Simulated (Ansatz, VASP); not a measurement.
# MgO: VASP beside Ansatz

```
Mg O
1.0
     0.00000    2.10217    2.10217
     2.10217    0.00000    2.10217
     2.10217    2.10217    0.00000
Mg O
1 1
Direct
  0.00000 0.00000 0.00000
  0.50000 0.50000 0.50000
```

The cell was built by a generator and needn't be a form met in nature.

Alike in both runs: task single point; functional PBE; k mesh 10 × 10 × 10; occupations fermi-dirac, width 0.02 eV; no spin polarisation.

```csv
,VASP,Ansatz
version,VASP 6.6.1,Ansatz 0.2.0
potentials or method,"VASP PAW PBE potentials, release 64 (Mg, O)","plane waves, PAW"
plane-wave cutoff (eV),520,420
valence electrons in the cell,8,16
```

|  | VASP | Ansatz | Ansatz less VASP |
| --- | --- | --- | --- |
| gap on the k mesh at the Fermi level (eV) | 4.78 | 4.80 | +0.017 |
| pressure (GPa) | 4.9 | 5.6 | +0.73 |

The two sets of potentials don't hold the same shells in valence.

Expect the measured gap to be larger: semilocal functionals such as PBE lack the derivative discontinuity.
